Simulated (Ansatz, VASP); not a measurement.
## Two plane-wave programs on Ba

File INCAR:

```
SYSTEM = Ba
PREC = Accurate
ENCUT = 520
EDIFF = 1E-7
ISMEAR = -1
SIGMA = 0.05
LREAL = .FALSE.
LASPH = .TRUE.
NELM = 80
ALGO = Normal
ISIF = 2
LWAVE = .FALSE.
LCHARG = .FALSE.
GGA = PE
NBANDS = 11
```

KPOINTS

```
Automatic mesh
0
G
  7 7 7
  0 0 0
```

The input POSCAR:

```
Ba
1.0
    4.0261385203      0.0000000000      0.0000000000
    0.0000000000      4.0261385203      0.0000000000
    0.0000000000      0.0000000000      3.6294174376
Ba
1
Direct
    0.5000000000      0.5000000000      0.5000000000
```

File input.yaml:

```yaml
crystal:
  lattice:
    - [4.0261385203, 0.0, 0.0]
    - [0.0, 4.0261385203, 0.0]
    - [0.0, 0.0, 3.6294174376]
  atoms:
    - { symbol: Ba, position: [0.5, 0.5, 0.5] }
hamiltonian:
  xc: pbe
  pseudopotentials: { kind: paw }
kpoints:
  mp_grid: { grid: [7, 7, 7] }
scf:
  occupations: { method: fermi_dirac, width: 0.05 }
output:
  forces: true
  stress: true
  eigenvalues: true
```

Change from the starting cell: volume scaled by 1.02.

Alike in both runs: task single point; functional PBE; k mesh 7 × 7 × 7; occupations fermi-dirac, width 0.05 eV; no spin polarisation.

```csv
,VASP,Ansatz
version,VASP 6.6.1,Ansatz 0.2.0
potentials or method,"VASP PAW PBE potentials, release 64 (Ba_sv)",Ansatz PAW
plane-wave cutoff (eV),520,420
valence electrons in the cell,10,10
```

Ansatz gave:

```
gap on the k mesh at the Fermi level (eV)       : none
pressure (GPa)                                  : 0.4
largest component of the traceless stress (GPa) : 2.67
```

Estimate VASP's values.

gap on the k mesh at the Fermi level (eV): none; pressure (GPa): 0.6; largest component of the traceless stress (GPa): 2.78.

A gap of «none» marks a metal or a gap that the smearing closes.

Spin-orbit coupling is left out, which matters for the levels of Ba.
